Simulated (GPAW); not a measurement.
KCl (Sylvite):

```
K Cl
1.0
     0.00000    3.14647    3.14647
     3.14647    0.00000    3.14647
     3.14647    3.14647    0.00000
K Cl
1 1
Cartesian
  0.0000 0.0000 0.0000
  3.1465 3.1465 3.1465
```

* Program: GPAW 26.7.0
* Task: relaxation of cell and atoms
* Functional: PBEsol
* Dispersion: D3(BJ)+ATM
* Potentials or basis: PAW data sets generated in the run's folder for this functional
* Cutoff: 600 eV
* Basis: pw
* k mesh: 7 × 7 × 7
* Occupations: fermi-dirac, width 0.05 eV
* Spin: no spin polarisation

At the start: pressure -1.4 GPa; volume 31.15 Å³/atom.

Problem. How do energy, volume and symmetry change on relaxing?

Solution. Over 4 steps the energy falls by 10.0 meV/atom and the volume is 28.86 Å³/atom (-7.4 %); space group Fm-3m (No. 225, to 0.05 Å).

The path:
```tsv
step	energy change (eV)	largest force (eV/Å)	pressure (GPa)	volume (Å³)
1	0.0000	0.0000	-1.39	62.30
2	-0.0028	0.0000	-1.30	61.94
3	-0.0193	0.0000	0.22	57.10
4	-0.0200	0.0000	-0.02	57.72
```

Final structure:
```yaml
crystal:
  lattice:
    - [0.00000, 3.06737, 3.06737]
    - [3.06737, 0.00000, 3.06737]
    - [3.06737, 3.06737, 0.00000]
  atoms:
    - { symbol: K, position: [0.00000, 0.00000, 0.00000] }
    - { symbol: Cl, position: [0.50000, 0.50000, 0.50000] }
```

Caveat: later steps reuse the first step's grids.
